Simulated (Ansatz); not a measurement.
CoSi2 (Fm-3m), an elastic constant from a strain scan

The calculation used DFT PBEsol, scalar-relativistic, plane waves, PAW in Ansatz 0.2.0. Cutoff 420 eV, Γ-centred 16×16×16 k-points, Gaussian smearing of 0.15 eV. No spin polarisation. A magnetic state may lie lower. Energies are free energies at this smearing, counted from the undisturbed cell; pressure is positive in compression.

Zero of the scan (relaxed at this level):

```xyz
3
Lattice="0.0000 2.6563 2.6563 2.6563 0.0000 2.6563 2.6563 2.6563 0.0000" Properties=species:S:1:pos:R:3 pbc="T T T"
Co    0.0000    0.0000    0.0000
Si    1.3281    1.3281    1.3281
Si    3.9844    3.9844    3.9844
```

The cell is strained by ε times the Voigt pattern (0, 0, 0, 1, 0, 0) (xx, yy, zz, yz, xz, xy; engineering shear) with fractional coordinates fixed. The cell holds 3 atoms in V0 = 37.48 Å³. The stress column is τ = (1/V0) dE/dε, got from the stress tensor σ (compression positive) at each point as −det(1 + εP) σ : P(1 + εP)⁻¹, with P the pattern as a tensor.

| ε | ΔE (meV/atom) | τ (GPa) |
| --- | --- | --- |
| -0.0525 | 17.027 | -8.281 |
| -0.0450 | 12.523 | -7.116 |
| -0.0375 | 8.705 | -5.942 |
| -0.0300 | 5.575 | -4.761 |
| -0.0225 | 3.136 | -3.575 |
| -0.0150 | 1.394 | -2.385 |
| -0.0075 | 0.347 | -1.193 |
| 0.0000 | 0.000 | 0.000 |
| 0.0075 | 0.347 | 1.193 |
| 0.0150 | 1.394 | 2.385 |
| 0.0225 | 3.136 | 3.575 |
| 0.0300 | 5.575 | 4.761 |
| 0.0375 | 8.705 | 5.942 |
| 0.0450 | 12.523 | 7.116 |
| 0.0525 | 17.027 | 8.281 |
| 0.0600 | ? | ? |

Q: Which combination of elastic constants does this scan measure, and how large is it?

A: For small ε, τ = τ0 + Kε with K = pᵀCp, which for this pattern is C44 in the cubic axes. The parabola through τ at ε = -0.0075, 0 and 0.0075 has slope K = 159 GPa at zero. The energies per cell, E = NΔE, of the same two points give K = 2[E(ε₊)/ε₊ − E(ε₋)/ε₋]/[(ε₊ − ε₋)V0] = 158 GPa, in agreement. These are clamped-ion values.

Q: Predict the withheld row at ε = 0.0600 from the harmonic law, and compare.

A: ΔE = V0(τ0 ε + Kε²/2)/N = 22.324 meV/atom and τ = 9.54 GPa. The calculation gives 22.207 meV/atom and 9.43 GPa, a miss of 0.5 % of the harmonic energy, so the harmonic law still holds here.

Forces appear on the atoms along this scan, and letting them relax would lower the energy and soften the response. In a metal these slopes depend on the k mesh and the smearing.